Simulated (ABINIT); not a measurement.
# AlN (F-43m): G0W0 with ABINIT, start to end, part 2 of 3

Aim: the G0W0 gap of AlN (F-43m) on PBE, step by step.

ABINIT 10.8.3; PBE and many-body steps on it, plane waves. Known limits of the many-body steps: not at the basis limit.

So far. Step 2 (Ground state): The gap is indirect, with the least direct gap 0.87 eV higher.

## (3) Bands along the symmetry lines

Level of this step: DFT, PBE, plane waves, norm-conserving pseudopotentials (ABINIT).

Levels along a band path, at the cheap level, show where the edges lie and whether the meshes to come will hold them.

run.abi reads:

```
acell 3*1.0 Angstrom
rprim 
  -0.000000000000 2.183993559600 2.183993559600
  2.183993559600 -0.000000000000 2.183993559600
  2.183993559600 2.183993559600 -0.000000000000
ntypat 2
znucl 13 7
natom 2
typat 1 2
xred 
  0.000000000000 0.000000000000 0.000000000000
  0.750000000000 0.750000000000 0.750000000000
pp_dirpath "pseudos"
pseudos "Al.upf, N.upf"
ecut 36
iscf -2
irdden 1
kptopt 0
nkpt 50
kpt 
  0.00000000 0.00000000 0.00000000
  -0.06250000 -0.06250000 0.00000000
  -0.12500000 -0.12500000 0.00000000
  -0.18750000 -0.18750000 0.00000000
  -0.25000000 -0.25000000 0.00000000
  -0.31250000 -0.31250000 0.00000000
  -0.37500000 -0.37500000 0.00000000
  -0.43750000 -0.43750000 0.00000000
  -0.50000000 -0.50000000 0.00000000
  -0.48437500 -0.48437500 0.03125000
  -0.46875000 -0.46875000 0.06250000
  -0.45312500 -0.45312500 0.09375000
  -0.43750000 -0.43750000 0.12500000
  -0.42187500 -0.42187500 0.15625000
  -0.40625000 -0.40625000 0.18750000
  -0.39062500 -0.39062500 0.21875000
  -0.37500000 -0.37500000 0.25000000
  -0.37500000 0.00000000 0.37500000
  -0.32812500 0.00000000 0.32812500
  -0.28125000 0.00000000 0.28125000
  -0.23437500 0.00000000 0.23437500
  -0.18750000 0.00000000 0.18750000
  -0.14062500 0.00000000 0.14062500
  -0.09375000 0.00000000 0.09375000
  -0.04687500 0.00000000 0.04687500
  0.00000000 0.00000000 0.00000000
  0.00000000 0.00000000 0.06250000
  0.00000000 0.00000000 0.12500000
  0.00000000 0.00000000 0.18750000
  0.00000000 0.00000000 0.25000000
  0.00000000 0.00000000 0.31250000
  0.00000000 0.00000000 0.37500000
  0.00000000 0.00000000 0.43750000
  0.00000000 0.00000000 0.50000000
  -0.06250000 -0.03125000 0.46875000
  -0.12500000 -0.06250000 0.43750000
  -0.18750000 -0.09375000 0.40625000
  -0.25000000 -0.12500000 0.37500000
  -0.31250000 -0.15625000 0.34375000
  -0.37500000 -0.18750000 0.31250000
  -0.43750000 -0.21875000 0.28125000
  -0.50000000 -0.25000000 0.25000000
  -0.50000000 -0.28125000 0.21875000
  -0.50000000 -0.31250000 0.18750000
  -0.50000000 -0.34375000 0.15625000
  -0.50000000 -0.37500000 0.12500000
  -0.50000000 -0.40625000 0.09375000
  -0.50000000 -0.43750000 0.06250000
  -0.50000000 -0.46875000 0.03125000
  -0.50000000 -0.50000000 0.00000000
istwfk *1
nband 14
nbdbuf 5
tolwfr 1e-07
nstep 50
prtwf 0
prtvol 0
indata_prefix "in"
outdata_prefix "out"
tmpdata_prefix "tmp"
```

Run with:

```
$ OMP_NUM_THREADS=1 mpirun -n 8 abinit run.abi > log
```

Numbers of over 12 decimals in the logs are rounded to 6 here.

Log:

```text
.Version 10.8.3 of ABINIT. v10.8.2 released Aug 2026.

 Symmetries : space group F-4 3 m (#216); Bravais cF (face-center cubic)
[... echo of the input left out ...]
== DATASET  1 ==================================================================
-   mpi_nproc: 8, omp_nthreads: 1 (-1 if OMP is not activated)

--- !DatasetInfo
iteration_state: {dtset: 1, }
dimensions: {natom: 2, nkpt: 50, mband: 14, nsppol: 1, nspinor: 1, nspden: 1, mpw: 1475, }
cutoff_energies: {ecut:  36.0, pawecutdg:  -1.0, }
electrons: {nelect:   8.00000000E+00, charge:   0.00000000E+00, occopt:   1.00000000E+00, tsmear:   1.00000000E-02, }

 Real(R)+Recip(G) space primitive vectors, cartesian coordinates (Bohr,Bohr^-1):
 R(1)=  0.0000000  4.1271497  4.1271497  G(1)= -0.1211490  0.1211490  0.1211490
 R(2)=  4.1271497  0.0000000  4.1271497  G(2)=  0.1211490 -0.1211490  0.1211490
 R(3)=  4.1271497  4.1271497  0.0000000  G(3)=  0.1211490  0.1211490 -0.1211490
 Unit cell volume ucvol=  1.4059849E+02 bohr^3
 Angles (23,13,12)=  6.00000000E+01  6.00000000E+01  6.00000000E+01 degrees

 getcut: wavevector=  0.0000  0.0000  0.0000  ngfft=  32  32  32
         ecut(hartree)=     36.000   => boxcut(ratio)=   2.02987

--- Pseudopotential description ------------------------------------------------
- Al Generated using ONCVPSP code by D. R. Hamann
- 13.00000   3.00000  171031                  znucl, zion, pspdat
12 -101130 2 -1 1876                          pspcod,pspxc,lmax,lloc,mmax
     nproj     2     2     2
  pspatm : epsatm=    4.08140545
         --- l  ekb(1:nproj) -->
             0    5.126667    0.728291
             1    7.287548    0.832437
             2   -2.770497   -0.637722
 pspatm: atomic psp has been read  and splines computed

- N Generated using ONCVPSP code by D. R. Hamann
-  7.00000   5.00000  171031                  znucl, zion, pspdat
12 -101130 1 -1 1058                          pspcod,pspxc,lmax,lloc,mmax
     nproj     2     2     0
  pspatm : epsatm=    5.20977870
         --- l  ekb(1:nproj) -->
[...]
pspatm: atomic psp has been read  and splines computed

--------------------------------------------------------------------------------

================================================================================
 prteigrs : about to open file out_EIG
 Non-SCF case, kpt    1 (  0.00000  0.00000  0.00000), residuals and eigenvalues=
  3.34E-08  9.24E-08  1.64E-08  9.66E-08  3.66E-08  5.45E-08  8.12E-08  9.27E-08
  3.58E-08  2.46E-08  5.99E-08  3.51E-08  2.53E-07  2.50E-07
 -3.6046E-01  1.8958E-01  1.8958E-01  1.8958E-01  3.4363E-01  6.5223E-01
  6.5223E-01  6.5223E-01  8.4170E-01  8.4170E-01  8.9101E-01  8.9101E-01
  8.9101E-01  9.6680E-01
 Non-SCF case, kpt    2 ( -0.06250 -0.06250  0.00000), residuals and eigenvalues=
  7.59E-08  9.77E-08  1.29E-08  9.06E-08  5.41E-08  4.47E-08  1.21E-08  7.76E-08
[...]
9.3025E-01  9.9752E-01
 Non-SCF case, kpt    3 ( -0.12500 -0.12500  0.00000), residuals and eigenvalues=
  2.81E-08  1.01E-08  6.48E-08  1.15E-08  1.43E-08  1.70E-08  1.58E-08  1.71E-08
[...]
9.6892E-01  1.0548E+00
[...]
Non-SCF case, kpt   49 ( -0.50000 -0.46875  0.03125), residuals and eigenvalues=
[...]
1.1732E+00  1.1959E+00
 Non-SCF case, kpt   50 ( -0.50000 -0.50000  0.00000), residuals and eigenvalues=
[...]
1.1641E+00  1.1892E+00

--- !ResultsGS
iteration_state: {dtset: 1, }
comment   : Summary of ground state results
lattice_vectors:
- [ -0.0000000,   4.1271497,   4.1271497, ]
- [  4.1271497,  -0.0000000,   4.1271497, ]
- [  4.1271497,   4.1271497,  -0.0000000, ]
lattice_lengths: [   5.83667,    5.83667,    5.83667, ]
lattice_angles: [ 60.000,  60.000,  60.000, ] # degrees, (23, 13, 12)
lattice_volume:   1.4059849E+02
convergence: {deltae:  0.000E+00, res2:  0.000E+00, residm:  9.991E-08, diffor:  0.000E+00, }
etotal    :  -1.27923967E+01
entropy   :   0.00000000E+00
fermie    :   1.89575042E-01
cartesian_stress_tensor: null
pressure_GPa: null
xred      :
- [  0.0000E+00,   0.0000E+00,   0.0000E+00, Al]
- [  7.5000E-01,   7.5000E-01,   7.5000E-01,  N]
cartesian_forces: null
force_length_stats: {min: null, max: null, mean: null, }

 Integrated electronic density in atomic spheres:
 ------------------------------------------------
 Atom  Sphere_radius  Integrated_density
[...]
================================================================================

 ----iterations are completed or convergence reached----

 Mean square residual over all n,k,spin=   43.422E-09; max=  99.912E-09
 reduced coordinates (array xred) for    2 atoms
       0.000000000000      0.000000000000      0.000000000000
       0.750000000000      0.750000000000      0.750000000000

 cartesian coordinates (angstrom) at end:
    1      0.000000     0.000000     0.000000
    2      3.275990     3.275990     3.275990
 length scales=  1.889726125908  1.889726125908  1.889726125908 bohr
              =  1.000000000000  1.000000000000  1.000000000000 angstroms
 prteigrs : about to open file out_EIG
 Eigenvalues (hartree) for nkpt=  50  k points:
 kpt#   1, nband= 14, wtk=  1.00000, kpt=  0.0000  0.0000  0.0000 (reduced coord)
[...]
kpt#   2, nband= 14, wtk=  1.00000, kpt= -0.0625 -0.0625  0.0000 (reduced coord)
[...]
kpt#   3, nband= 14, wtk=  1.00000, kpt= -0.1250 -0.1250  0.0000 (reduced coord)
[...]
kpt#  49, nband= 14, wtk=  1.00000, kpt= -0.5000 -0.4687  0.0313 (reduced coord)
  -0.26170    0.01038    0.12267    0.12270    0.31521    0.51016    0.69990    0.76114
   0.76755    1.05615    1.05883    1.16044    1.17323    1.19588
 kpt#  50, nband= 14, wtk=  1.00000, kpt= -0.5000 -0.5000  0.0000 (reduced coord)
  -0.26178    0.00959    0.12433    0.12433    0.31176    0.50752    0.70112    0.76645
   0.76645    1.05374    1.06973    1.16406    1.16410    1.18915

== END DATASET(S) ==============================================================
================================================================================

 -outvars: echo values of variables after computation  --------
            nband          14
             nkpt          50
          spgroup         216
 [... the other variables as echoed above ...]

 Calculation completed.
```

Run time: 2.5 s. Hardware: 8 MPI ranks of Arm Neoverse V2, shared host; peak memory 0.07 GiB; 19 s of CPU time.

This step gave:

```yaml
gap: 3.325 eV
k_of_the_valence_top: 0, 0, 0
k_of_the_conduction_bottom: -0.5, -0.5, 0
least_direct_gap: 4.192 eV
```

The gap is 3.325 eV, as in the run before at this level.

The electronic bands at the labelled points (eV, zero at the top of the highest filled band; v1 is the highest filled band, c1 the lowest empty one):

```
    point      v4     v3     v2     v1    c1     c2     c3     c4
        Γ  -14.97   0.00   0.00   0.00  4.19  12.59  12.59  12.59
  halfway  -13.84  -2.88  -0.98  -0.98  5.96  10.29  11.51  14.02
        X  -12.28  -4.90  -1.78  -1.78  3.32   8.65  13.92  15.70
  halfway  -12.27  -4.73  -2.47  -1.67  3.96   9.19  13.67  15.23
        U  -12.30  -4.25  -3.63  -1.37  5.17  10.12  13.05  14.17
jump to K  -12.30  -4.25  -3.63  -1.37  5.17  10.12  13.05  14.17
  halfway  -13.74  -3.54  -1.50  -0.20  7.34  10.30  11.41  12.58
        Γ  -14.97   0.00   0.00   0.00  4.19  12.59  12.59  12.59
  halfway  -14.12  -3.26  -0.26  -0.26  6.45  10.98  12.35  12.35
        L  -12.92  -5.86  -0.48  -0.48  7.39   9.85  11.17  11.17
  halfway  -12.60  -5.14  -2.22  -1.12  7.11   9.26  12.17  12.69
        W  -12.23  -3.77  -3.44  -2.70  6.05  11.45  11.98  12.16
  halfway  -12.25  -4.56  -2.40  -2.29  4.57   9.69  13.40  13.89
        X  -12.28  -4.90  -1.78  -1.78  3.32   8.65  13.92  15.70
```

The electronic bands as a text plot (rows in eV, shown from -8.0 to 9.3 only):

```
    9.0 |         ++++++      ++                    +++       +++
    8.2 |                     ++                    +
    7.5 |                   ++  +              +++++ +
    6.8 |                        ++         +++       ++
    6.1 |    +++           +               +            ++++
    5.4 |  ++   ++        +        ++    ++                 +
    4.6 | +              +           +  +                    +
    3.9 |+        +++  ++             ++                      ++
    3.2 |            ++                                         +
    2.5 |
    1.7 |
    1.0 |
    0.3 |*                         ******
   -0.4 | ****              **********  *************
   -1.1 |  ** ****       ***    *****    **         ****
   -1.9 |    *    *******                  *         ** *     ***
   -2.6 |     **       **     ** **                    * *****
   -3.3 |       **       *****  *           *           *****
   -4.0 |         *      ***  **             **         *****
   -4.8 |          ******   **                 *       *     ****
   -5.5 |                                       * *****
   -6.2 |                                        *
   -6.9 |
   -7.6 |
         Γ           X  U|K            Γ         L        W     X
```

## (4) Empty states on the mesh, 6×6×6 mesh, 540 bands

The sums over transitions need many empty states on a uniform mesh; this step solves for them.

run.abi reads:

```
acell 3*1.0 Angstrom
rprim 
  -0.000000000000 2.183993559600 2.183993559600
  2.183993559600 -0.000000000000 2.183993559600
  2.183993559600 2.183993559600 -0.000000000000
ntypat 2
znucl 13 7
natom 2
typat 1 2
xred 
  0.000000000000 0.000000000000 0.000000000000
  0.750000000000 0.750000000000 0.750000000000
pp_dirpath "pseudos"
pseudos "Al.upf, N.upf"
ecut 36
ngkpt 6 6 6
nshiftk 1
shiftk 0 0 0
kptopt 1
chksymbreak 0
irdden 1
istwfk *1
nband 540
prtvol 0
optdriver 6
gwr_task "HDIAGO"
paral_kgb 0
occopt 1
indata_prefix "in"
outdata_prefix "out"
tmpdata_prefix "tmp"
```

Log:

```text
[banner, memory and clock lines left out]
.Version 10.8.3 of ABINIT. v10.8.2 released Aug 2026.

 Symmetries : space group F-4 3 m (#216); Bravais cF (face-center cubic)
[... echo of the input left out ...]
== DATASET  1 ==================================================================
-   mpi_nproc: 8, omp_nthreads: 1 (-1 if OMP is not activated)

--- !DatasetInfo
iteration_state: {dtset: 1, }
dimensions: {natom: 2, nkpt: 16, mband: 540, nsppol: 1, nspinor: 1, nspden: 1, mpw: 1464, }
cutoff_energies: {ecut:  36.0, pawecutdg:  -1.0, }
electrons: {nelect:   8.00000000E+00, charge:   0.00000000E+00, occopt:   1.00000000E+00, tsmear:   1.00000000E-02, }

.Using double precision arithmetic; gwpc =  8

- Reading GS density from: in_DEN

--- Pseudopotential description ------------------------------------------------
- Al Generated using ONCVPSP code by D. R. Hamann
- 13.00000   3.00000  171031                  znucl, zion, pspdat
12 -101130 2 -1 1876                          pspcod,pspxc,lmax,lloc,mmax
     nproj     2     2     2
  pspatm : epsatm=    4.08140545
         --- l  ekb(1:nproj) -->
             0    5.126667    0.728291
             1    7.287548    0.832437
             2   -2.770497   -0.637722
 pspatm: atomic psp has been read  and splines computed

- N Generated using ONCVPSP code by D. R. Hamann
-  7.00000   5.00000  171031                  znucl, zion, pspdat
12 -101130 1 -1 1058                          pspcod,pspxc,lmax,lloc,mmax
     nproj     2     2     0
  pspatm : epsatm=    5.20977870
         --- l  ekb(1:nproj) -->
             0    7.494509    0.636305
             1   -4.293905   -1.006988
 pspatm: atomic psp has been read  and splines computed

   7.43294732E+01                                ecore*ucvol(ha*bohr**3)

 Total charge density [el/Bohr^3]
)     Maximum=    5.3984E-01  at reduced coord.    0.7813    0.7813    0.8125
)     Minimum=    1.3366E-03  at reduced coord.    0.0000    0.0000    0.0000
   Integrated=    8.0000E+00

 === KS gaps after direct diagonalization ===
 Indirect band gap semiconductor
 Fundamental gap:     3.325 (eV)
   VBM:     5.159 (eV) at k: [ 0.0000E+00,  0.0000E+00,  0.0000E+00]
   CBM:     8.483 (eV) at k: [ 5.0000E-01,  5.0000E-01,  0.0000E+00]
 Direct gap:         4.192 (eV) at k: [ 0.0000E+00,  0.0000E+00,  0.0000E+00]

== END DATASET(S) ==============================================================

 -outvars: echo values of variables after computation  --------
           etotal      0.0000000000E+00
            nband         540
             nkpt          16
          spgroup         216
 [... the other variables as echoed above ...]

 Calculation completed.
```

The job ended after 7.7 s (8 MPI ranks; peak memory 1.4 GiB; 60 s of CPU time).

Numbers from this step:

| Quantity | Value |
| --- | --- |
| gap | 3.325 eV |
| k of the valence top | 0, 0, 0 |
| k of the conduction bottom | 0.5, 0.5, 0 |
| least direct gap | 4.192 eV |
| k points computed | 16 |
| lowest point of the top converged band, above the valence top | 481.7249 eV |

On this mesh the gap is 3.325 eV.

## (5) Screening, 6×6×6 mesh, 532 bands, screening to 598.7 eV

The RPA dielectric matrix is built and inverted for each q.

This step: RPA screening on PBE, plane waves, norm-conserving pseudopotentials.

run.abi: that of step 4 with these lines changed.

```diff
@@ -20,10 +20,11 @@
 chksymbreak 0
-irdden 1
 istwfk *1
-nband 540
-prtvol 0
-optdriver 6
-gwr_task "HDIAGO"
-paral_kgb 0
 occopt 1
+irdwfk 1
+optdriver 3
+nband 532
+ecuteps 22
+inclvkb 2
+awtr 1
+symchi 1
 indata_prefix "in"
```

Log:

```text
.Version 10.8.3 of ABINIT. v10.8.2 released Aug 2026.

 Symmetries : space group F-4 3 m (#216); Bravais cF (face-center cubic)
[... echo of the input left out ...]
== DATASET  1 ==================================================================
-   mpi_nproc: 8, omp_nthreads: 1 (-1 if OMP is not activated)

--- !DatasetInfo
iteration_state: {dtset: 1, }
dimensions: {natom: 2, nkpt: 16, mband: 532, nsppol: 1, nspinor: 1, nspden: 1, mpw: 1464, }
cutoff_energies: {ecut:  36.0, pawecutdg:  -1.0, }
electrons: {nelect:   8.00000000E+00, charge:   0.00000000E+00, occopt:   1.00000000E+00, tsmear:   1.00000000E-02, }

 SCREENING: Calculation of the susceptibility and dielectric matrices

 Based on a program developped by R.W. Godby, V. Olevano, G. Onida, and L. Reining.
 Incorporated in ABINIT by V. Olevano, G.-M. Rignanese, and M. Torrent.
.Using double precision arithmetic ; gwpc =  8

[... cell and pseudopotentials left out ...]
--------------------------------------------------------------------------------

 ==== K-mesh for the wavefunctions ====
 Number of points in the irreducible wedge :    16
[... list of points left out ...]
 Together with 24 symmetry operations and time-reversal symmetry
 yields   216 points in the full Brillouin Zone.

 ==== Q-mesh for the screening function ====
 Number of points in the irreducible wedge :    16
[... list of points left out ...]
 Together with 24 symmetry operations and time-reversal symmetry
 yields   216 points in the full Brillouin Zone.

 setmesh: FFT mesh size selected  =    27x   27x   27
          total number of points  =        19683

 vcoul_init : cutoff-mode = AUXILIARY_FUNCTION
 q-points for optical limit:   1
     1)      0.000010    0.000020    0.000030

- screening: taking advantage of time-reversal symmetry
- Maximum band index for partially occupied states nbvw = 4
- Remaining bands to be divided among processors   nbcw = 528
- Number of bands treated by each node ~66

 Number of electrons calculated from density =    8.0000; Expected =    8.0000
 average of density, n =  0.056900
 r_s =    1.6129
 omega_plasma =   23.0097 [eV]

 calculating chi0 at frequencies [eV] :
  1    0.000000E+00    0.000000E+00
  2    0.000000E+00    2.300966E+01

--------------------------------------------------------------------------------
  q-point number  1        q = ( 0.000000, 0.000000, 0.000000) [r.l.u.]
--------------------------------------------------------------------------------
[... chi0 elements left out ...]
 For q-point:  0.000010 0.000020 0.000030
  dielectric constant =   4.3475
  dielectric constant without local fields =   4.7916

  Average fulfillment of the sum rule on Im[epsilon] for q-point    1 :     99.63  [%]
[... wings left out ...]
  q-point number  2        q = ( 0.166667, 0.000000, 0.000000) [r.l.u.]
--------------------------------------------------------------------------------
[... chi0 elements left out ...]
  Average fulfillment of the sum rule on Im[epsilon] for q-point    2 :    100.39  [%]

 [... 14 further q-points ...]
```

Run time: 8.1 min. Hardware: 8 MPI ranks; peak memory 5.5 GiB.

This step gave:

```
ε∞ with local fields, on this mesh, along the program's q direction : 4.348
the same without local fields                                       : 4.792
plasma frequency                                                    : 23.01 eV
plane waves in the screening matrix                                 : 701
```

Local fields lower ε∞ by 9 %.

[end of part 2 of 3]

[Paths, hosts, dates, memory and timing lines, banners, echoed tables and standing remarks are left out of the program output.]

[Logs are printed without paths, hosts, clocks, repeated set-up lines and the standing remarks that a program may print on its own settings, such as how far it seeks lower states.]

[Runs of the session that timed out or met a known fault of the program may be left out.]

[Hosts, paths, dates, database ids (printed as entryN), source tags and the programs' standing remarks are cut or masked in the printed files.]

[G0W0 gaps are taken among the corrected bands and points alone; a level outside them can change the order at an edge.]

[Where Ansatz stands beside ABINIT at settings called matched, ABINIT's density can come from a denser mesh and the files from another edition; pairs whose starting gaps differed by over 0.03 eV were left out, so agreement reads better than it is.]
